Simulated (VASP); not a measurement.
# Ge under changes of volume

One of the cells (19.972 Å³/atom); the others are scaled copies at fixed shape and fractional positions:

```xyz
12
Lattice="5.8752 0.0000 0.0000 0.0000 5.8752 0.0000 0.0000 0.0000 6.9431" Properties=species:S:1:pos:R:3 pbc="T T T"
Ge    2.1728    1.0028    5.1821
Ge    1.9348    5.1104    3.4463
Ge    3.7024    4.8724    1.7105
Ge    3.9404    0.7648    6.9179
Ge    5.1104    1.9348    3.4969
Ge    4.8724    3.7024    5.2326
Ge    0.7648    3.9404    0.0253
Ge    1.0028    2.1728    1.7611
Ge    3.4547    2.4205    1.7358
Ge    5.3581    5.3581    3.4716
Ge    2.4205    3.4547    5.2074
Ge    0.5171    0.5171    0.0000
```

This isn't the form of Ge at room conditions, which is diamond.

| Quantity | Value |
| --- | --- |
| Program | VASP 6.6.1 |
| Functional | LDA |
| Potentials or basis | VASP PAW LDA potentials, release 64 (Ge_d) |
| Cutoff | 520 eV |
| k mesh | 4 × 4 × 4 |
| Occupations | gaussian, width 0.02 eV |
| Spin | no spin polarisation |

```csv
volume (Å³/atom),energy over the lowest point (meV/atom),pressure (GPa),gap on the mesh (eV),largest force (eV/Å)
19.173,?,?,?,?
19.572,2.16,1.6,0.91,0.057
19.972,0.00,0.1,0.89,0.006
20.371,1.77,-1.4,0.82,0.053
20.771,7.03,-2.7,0.76,0.101
```

**Question.** What does the run at 19.173 Å³/atom give?

**Answer.** Energy over the lowest point 8.73 meV/atom; pressure 3.5 GPa; gap on the mesh 0.94 eV; largest force 0.119 eV/Å.

Worked out: A Birch-Murnaghan fit of order 2 (a polynomial in V^(-2/3)) to the other rows has its minimum at 19.99 Å³/atom with B0 = V·E''(V) = 78 GPa at fixed shape and positions, which overstates the stiffness. It gives 8.59 meV/atom at 19.173 Å³/atom, against the run's 8.73, and -dE/dV = 3.5 GPa, against 3.5. A parabola through the other rows of the gap, of slope 0.0941 eV per unit of ln V there, extrapolates to 0.92 eV, against the run's 0.94.

Energies are extrapolated to zero smearing.

A mesh can miss the band edges. Spin-orbit coupling on Ge is left out.
